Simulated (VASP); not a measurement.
## A VASP 6.6.1 single-point calculation on Si

INCAR

```
ISMEAR = -1
NELM = 120
NSW = 0
NBANDS = 16
GGA = AM
LASPH = .TRUE.
EDIFF = 1E-7
LWAVE = .FALSE.
NELECT = 16.1
IBRION = -1
LREAL = .FALSE.
SIGMA = 0.02
ENCUT = 520
ISIF = 2
PREC = Accurate
LCHARG = .FALSE.
```

KPOINTS

```
KPOINTS created by Atomic Simulation Environment
0
Gamma
12 12 4
0 0 0
```

POSCAR

```
Si
 1.0000000000000000
     3.8321295590073570    0.0000000000000000    0.0000000000000000
    -1.9160647795036785    3.3187215486936292    0.0000000000000000
     0.0000000000000000    0.0000000000000000    6.1509803545999997
 Si
   4
Cartesian
 -0.0000000000000000  2.2124810324624189 -0.0090271243245443
  1.9160647795036780  1.1062405162312094  3.0664630529754553
 -0.0000000000000000  2.2124810324624189  2.3156447572995438
  1.9160647795036780  1.1062405162312094  5.3911349345995427
```

The recommended PBE PAW datasets give the neutral cell 16 valence electrons.

Command

```
mpirun -np 1 vasp_std
```

Task: Predict the outcome of this run.

Result: It converged. Results: pressure 4.4 GPa; largest force 0.09 eV/Å.

OSZICAR

```
N       E                     dE             d eps       ncg     rms          rms(c)
DAV:   1     0.261966948515E+02    0.26197E+02   -0.59775E+03  1824   0.821E+02
DAV:   2    -0.203182418497E+02   -0.46515E+02   -0.42499E+02  2536   0.124E+02
DAV:   3    -0.221204111752E+02   -0.18022E+01   -0.17889E+01  2528   0.225E+01
DAV:   4    -0.221400699379E+02   -0.19659E-01   -0.19656E-01  2232   0.304E+00
DAV:   5    -0.221403975426E+02   -0.32760E-03   -0.32759E-03  2536   0.368E-01    0.761E+00
DAV:   6    -0.217964871366E+02    0.34391E+00   -0.12820E-01  2112   0.174E+00    0.456E+00
DAV:   7    -0.216567722946E+02    0.13971E+00   -0.21492E-01  2224   0.235E+00    0.241E-01
DAV:   8    -0.216594624446E+02   -0.26902E-02   -0.15561E-02  2192   0.647E-01    0.142E-01
DAV:   9    -0.216605786471E+02   -0.11162E-02   -0.16772E-03  2160   0.219E-01    0.510E-02
DAV:  10    -0.216606179557E+02   -0.39309E-04   -0.56575E-05  2472   0.416E-02    0.236E-02
DAV:  11    -0.216606403671E+02   -0.22411E-04   -0.41467E-05  2104   0.336E-02    0.126E-02
DAV:  12    -0.216606407692E+02   -0.40206E-06   -0.45372E-07  2528   0.409E-03    0.525E-03
DAV:  13    -0.216606410367E+02   -0.26754E-06   -0.44232E-07  2072   0.382E-03    0.117E-03
DAV:  14    -0.216606410511E+02   -0.14316E-07   -0.30824E-08  1784   0.105E-03
   1 F= -.21660641E+02 E0= -.21660340E+02  d E =-.602059E-03
```

The cell is charged and sits in a uniform background.

For comparison, a separate PBE run of the intended cell, on usual settings and not on those above, gives a gap of 0.26 eV on its mesh and a pressure of 4.3 GPa.
